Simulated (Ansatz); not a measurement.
## Structures of V2O5: which is lowest?

Plane-wave DFT in Ansatz with scalar-relativistic PAW potentials, cutoff 500 eV, Γ-centred meshes chosen by cell and gap, Gaussian smearing with energies taken to zero width. Every cell was relaxed (cell and atoms) in a run of its own, within the symmetry of its start. Functional: r2SCAN.

Relaxed structures (starts from databases or built by putting these elements on another compound's sites):
A. P2/m, 7 atoms in the computed cell, a = 4.888 Å, b = 3.217 Å, c = 6.412 Å, β = 99.6°; sites (symmetry × multiplicity) V m × 2, O 2/m × 1 + m × 2 + m × 2; start: built
B. Pmmn, 14 atoms in the computed cell, a = 3.541 Å, b = 11.520 Å, c = 4.373 Å; sites (symmetry × multiplicity) V m.. × 4, O m.. × 4 + m.. × 4 + mm2 × 2; start: database
C. C2/m, 21 atoms in the computed cell, a = 15.448 Å, b = 3.565 Å, c = 10.153 Å, β = 110.5°; sites (symmetry × multiplicity) V m × 4 + m × 4 + m × 4, O 2/m × 2 + m × 4 + m × 4 + m × 4 + m × 4 + m × 4 + m × 4 + m × 4; start: database

Problem. Rank them by energy. Could pressure change the order?

Solution.
```csv
structure,group,E − E(lowest) (meV/atom),V (Å³/atom),gap on mesh (eV)
B,Pmmn,0.0,12.74,2.20
C,C2/m,22.9,12.47,1.79
A,P2/m,79,14.20,2.12
```

B is lowest, 23 meV/atom under C. The two lowest differ in volume by under 3 %, too little for a first-order estimate of what pressure does to that pair (other pairs aren't weighed here); with rigid cells even 3 % in favour of the higher one would need about 10 GPa. Other structures may lie lower than all of these, and vibrations aren't counted.